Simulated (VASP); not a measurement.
Input of a VASP 6.6.1 run:

INCAR

```
SYSTEM = TiO
PREC = Accurate ; ENCUT = 520
EDIFF = 1E-6 ; ISMEAR = 0
SIGMA = 0.05 ; LREAL = .False.
LASPH = .True. ; NELM = 60
ALGO = Normal ; ISIF = 2
LWAVE = .False. ; LCHARG = .False.
ISPIN = 2 ; MAGMOM = 1 -0.5 0 0
LORBIT = 11 ; LMAXMIX = 4
GGA = CA ; NBANDS = 30
```

File KPOINTS:

```
regular mesh
0
Gamma
  5 5 7
  0 0 0
```

File POSCAR:

```
TiO
1.0
    2.7083400800      2.7083400800      0.0000000000
   -2.7083400800      2.7083400800      0.0000000000
    0.0000000000      0.0000000000      2.7083400800
Ti O
2 2
Direct
    0.0000000000      0.0000000000      0.0000000000
    0.5000000000      0.5000000000      0.0000000000
    0.5000000000      0.0000000000      0.5000000000
    0.0000000000      0.5000000000      0.5000000000
```

Potentials or basis: VASP PAW LDA potentials, release 64 (Ti_sv, O).

The run is started by

```console
$ cat potpaw_LDA.64/Ti_sv/POTCAR potpaw_LDA.64/O/POTCAR > POTCAR
$ mpirun -np 1 vasp_std > vasp.out
```

Q: What does it give for the net moment?

A: 0.00 μB per cell.

Q: Estimate the pressure.

A: -28.0 GPa.

Q: Predict the band gap on the k mesh.

A: None (metal or under the smearing width).

Stress tensor (GPa, compression positive):
```
-28.06   0.00   0.00
  0.00 -28.06   0.00
  0.00   0.00 -27.78
```

Caveat: so large a pressure means that the cell lies far from this level's equilibrium, or that cutoff or potentials fall short; semilocal functionals often make such compounds metallic where correlation or magnetic order opens a gap, which also shifts bond lengths.
